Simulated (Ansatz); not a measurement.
Here is an unrelaxed guess for BAs.

```cif
data_structure
_symmetry_space_group_name_H-M 'P6mm'
_symmetry_Int_Tables_number 183
_cell_length_a 4.3763
_cell_length_b 4.3763
_cell_length_c 4.1331
_cell_angle_alpha 90.000
_cell_angle_beta 90.000
_cell_angle_gamma 120.000
_cell_volume 68.55
loop_
_atom_site_label
_atom_site_type_symbol
_atom_site_symmetry_multiplicity
_atom_site_Wyckoff_symbol
_atom_site_fract_x
_atom_site_fract_y
_atom_site_fract_z
_atom_site_occupancy
B1 B 2 b 0.33333 0.66667 0.71111 1
As1 As 2 b 0.33333 0.66667 0.34449 1
```

Theory: Ansatz 0.2.0, DFT PBE, scalar-relativistic, plane waves, PAW. Settings: cutoff 420 eV, Γ-centred mesh 6×6×4 on the computed 4-atom cell, Gaussian smearing of 0.10 eV; no spin polarisation.

Energies over the elements count from the elements' standard structures at the same level, with no fitted energy shifts.

Question: What does a single point on this coarse mesh give?

Answer: The pressure is 48.4 GPa (the mean over three directions, positive in compression), the largest force is 19.97 eV/Å, and the energy is +3.46 eV/atom against the elements. The shortest distance is 1.52 Å, so close that the PAW spheres overlap strongly and these values are rough.

Question: How much does it gain on relaxing, and where does it end?

Answer: Relaxing gains about 2.0 eV/atom (the start's value is from the coarse mesh, so the gain is rough) in 13 ionic steps and ends at +1.41 eV/atom on the finer mesh. The symmetry goes from P6mm (No. 183) to P6/mmm (No. 191). The volume per atom shrinks by 1.7 %, from 17.1 to 16.8 Å³. The shortest distance goes from 1.52 Å (B–As) to 2.24 Å (B–As). Conventional cell: a = 4.170 Å, c = 4.475 Å. Around B lie 2 As at 2.24 Å and 3 B at 2.41 Å; around As lie 2 B at 2.24 Å and 3 As at 2.41 Å.

The last run used a 12×12×10 mesh (in the run's order of axes) for its 4-atom cell and Gaussian smearing of 0.10 eV. The reference form of As is held partly by dispersion forces, which this level lacks. The relaxation can't lower the symmetry of the start. A structure relaxed within its symmetry needn't be a true minimum. Another cell of BAs relaxed alike, in F-43m (a cell as deposited in COD), lies 1.44 eV/atom lower, so this cell isn't the stable form at this level.
